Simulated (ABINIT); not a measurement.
Input of an ABINIT 10.8.3 (patched build) run:

The input run.abi:

```
# Pseudopotentials
pp_dirpath "./"
pseudos "Mo.GGA_PBE-JTH.xml"

# Structure
acell 3*1.0
rprim
    -2.9929651906     2.9929651906     2.9929651906
     2.9929651906    -2.9929651906     2.9929651906
     2.9929651906     2.9929651906    -2.9929651906
ntypat 1
znucl 42
natom 1
typat 1
xred
     0.0000000000     0.0000000000     0.0000000000

# Plane-wave basis
ecut 18.0
pawecutdg 36.0
pawxcdev 0

# k points
kptopt 1
ngkpt 12 12 12
nshiftk 1
shiftk 0.0 0.0 0.0

# Exchange and correlation
ixc 14

# Bands and occupations
nband 11
occopt 3
tsmear 0.05 eV

# SCF cycle
nstep 100
tolvrs 1.0e-9

# Output
iomode 3
prtwf 0
prtden 0
prteig 0
prtebands 0
enunit 2
```

Potentials or basis: JTH PAW PBE v2.0.

The run is started by

```bash
$ abinit run.abi > log 2>&1
```

What does it give for the band gap on the k mesh?

None (metal or under the smearing width).

Predict the pressure.

0.7 GPa.

Caveat: the PAW data sets were made with another functional, which shifts forces and pressure a little.
